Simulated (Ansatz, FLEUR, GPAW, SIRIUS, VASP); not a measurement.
## Ag: programs and potentials compared

```
CELL_PARAMETERS angstrom
0.00000 2.04275 2.04275
2.04275 0.00000 2.04275
2.04275 2.04275 0.00000
ATOMIC_POSITIONS crystal
Ag 0.00000 0.00000 0.00000
```

Alike in all runs: task equation of state; functional PBEsol; k mesh 11 × 11 × 11; occupations fermi-dirac, width 0.05 eV; no spin polarisation; no spin-orbit coupling.

| program and potentials | plane-wave cutoff (eV) | notes | equilibrium volume (Å³/atom) | bulk modulus (GPa) |
| --- | --- | --- | --- | --- |
| SIRIUS, PseudoDojo 0.4.1 PBEsol standard (scalar relativistic) | 1127 | - | 16.61 | 120.7 |
| GPAW, PAW data sets generated for this functional | 600 | - | 16.61 | 119.3 |
| Ansatz, all-electron LAPW, scalar-relativistic | - | - | 16.61 | 120.4 |
| FLEUR, all-electron, FLAPW | - | - | 16.60 | 120.6 |
| VASP, PBE PAW files Ag, 520 eV | 520 | potentials made for PBE | 16.59 | 119.6 |

The equilibrium volume spans 16.59 (VASP, PBE PAW files Ag, 520 eV) to 16.61 Å³/atom (GPAW, PAW data sets generated for this functional), with all-electron results at 16.60 to 16.61. The bulk modulus spans 119.3 (GPAW, PAW data sets generated for this functional) to 120.7 GPa (SIRIUS, PseudoDojo 0.4.1 PBEsol standard (scalar relativistic)), with all-electron results at 120.4 to 120.6. For a metal such a mesh isn't converged, which the comparison doesn't need.

Differences between rows come from potentials, basis sets and numerical settings, since the functional is the same but for its coding. Runs on potential files found faulty are left out.
